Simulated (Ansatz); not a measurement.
# Ti3O: the cost of one run

Program: Ansatz 0.2.0. Level of theory: DFT r2SCAN, scalar-relativistic, plane waves, PAW. These are calculated values, not measurements.

3 further runs of the same task are left out: 3 set aside as unsound or not needed. Runs told in other sessions of the task aren't counted.

### Step 1. The system as given

The structure is hexagonal, space group P-6m2 (No. 187). The conventional cell has a = 2.936 Å, b = 2.936 Å, c = 21.636 Å, α = 90.00°, β = 90.00°, γ = 120.00°. Ti (site symmetry 3m) has 9 Ti at 2.79 to 2.94 Å in its first shell of neighbours. Around Ti (site symmetry -6m2) lie 12 Ti at 2.79 to 2.94 Å.

Coordinates:

```
CELL_PARAMETERS angstrom
2.93580 0.00000 0.00000
-1.46790 2.54247 0.00000
0.00000 0.00000 21.63619
ATOMIC_POSITIONS crystal
Ti 0.33333 0.66667 0.39286
Ti 0.66667 0.33333 0.49509
Ti 0.33333 0.66667 0.59728
```

Miller indices refer to the conventional cell of the relaxed bulk, P6_3/mmc (No. 194): a = 2.936 Å, b = 2.936 Å, c = 4.636 Å, α = 90.00°, β = 90.00°, γ = 120.00°.

It is a (001) slab, 4.6 Å thick as cut, with 17 Å of vacuum; its outer planes are Ti (top) and Ti (bottom). An earlier relaxation, lower half held, gave -7511.0018 eV, work function 4.52 eV.

### Step 2. O put at a top (Ti) site

input.yaml

```yaml
crystal:
  lattice:
    - [2.9357969418, 0.0, 0.0]
    - [-1.4678984709, 2.542474732, 0.0]
    - [0.0, 0.0, 23.6361929089]
  atoms:
    - { symbol: Ti, position: [0.3333333333, 0.6666666667, 0.3596179821] }
    - { symbol: Ti, position: [0.6666666667, 0.3333333333, 0.4531964174] }
    - { symbol: Ti, position: [0.3333333333, 0.6666666667, 0.5467425937] }
    - { symbol: O, position: [0.3333333333, 0.6666666667, 0.642358669] }
basis:
  ecutwfc: 500
kpoints:
  mp_grid: { grid: [12, 12, 1] }
hamiltonian:
  xc: r2scan
scf:
  occupations: { method: gaussian, width: 0.1 }
output:
  forces: true
  eigenvalues: true
  write_density: true
  write_potential: true
  elf: true
  volumetric_format: npy
relax:
  adjacent_minimum: "off"
  f_tol: 0.03
  max_steps: 70
  constraints: [{ sites: [0] }]
efield:
  axis: 3
  dipole_correction: true
  ramp_width: 0.04
```

Run with:

```bash
$ ansatz run input.yaml --threads 2 --pin off --max-ram 5120MiB --backend cpu --events-out ev --progress --plain --runs-dir out
```

**Question.** How long does this run take on 2 threads of AMD EPYC 9R45 (Zen 5), shared host, and how much memory does it need?

About 30 s, with a peak of 0.95 GiB.
